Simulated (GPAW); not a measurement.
Crystal: HfN.

```
CELL_PARAMETERS angstrom
3.13391 0.00000 0.00000
-1.56695 2.71404 0.00000
0.00000 0.00000 5.41677
ATOMIC_POSITIONS crystal
Hf 0.33333 0.66667 0.25000
Hf 0.66667 0.33333 0.75000
N 0.00000 0.00000 0.50000
N 0.00000 0.00000 0.00000
```

The cell comes from a database or a generator and needn't be the stable form of this composition.

- Program: GPAW 26.7.0
- Task: relaxation of cell and atoms
- Functional: PBEsol
- Dispersion: D3
- Potentials or basis: PAW data sets generated in the run's folder for this functional
- Cutoff: 800 eV
- Basis: pw
- k mesh: 7 × 7 × 4
- Occupations: fermi-dirac, width 0.05 eV
- Spin: no spin polarisation

At the start: pressure -6.5 GPa; volume 11.52 Å³/atom.

**Question.** How do energy, volume and symmetry change on relaxing?

**Answer.** Over 3 steps the energy falls by 4.4 meV/atom and the volume is 11.25 Å³/atom (-2.3 %); space group P6_3/mmc (No. 194, to 0.05 Å).

The path:
```csv
step,energy change (eV),largest force (eV/Å),pressure (GPa),volume (Å³)
1,0.0000,0.0000,-6.48,46.07
2,-0.0076,0.0000,-5.13,45.84
3,-0.0178,0.0000,0.15,45.00
```

Final structure:
```xyz
4
Lattice="3.1104 0.0000 0.0000 -1.5552 2.6937 0.0000 0.0000 0.0000 5.3714" Properties=species:S:1:pos:R:3 pbc="T T T"
Hf    0.0000    1.7958    1.3428
Hf    1.5552    0.8979    4.0285
N     0.0000    0.0000    2.6857
N     0.0000    0.0000    0.0000
```

Caveat: later steps reuse the first step's grids; pairwise dispersion overbinds metals, which lowers pressure and volume.
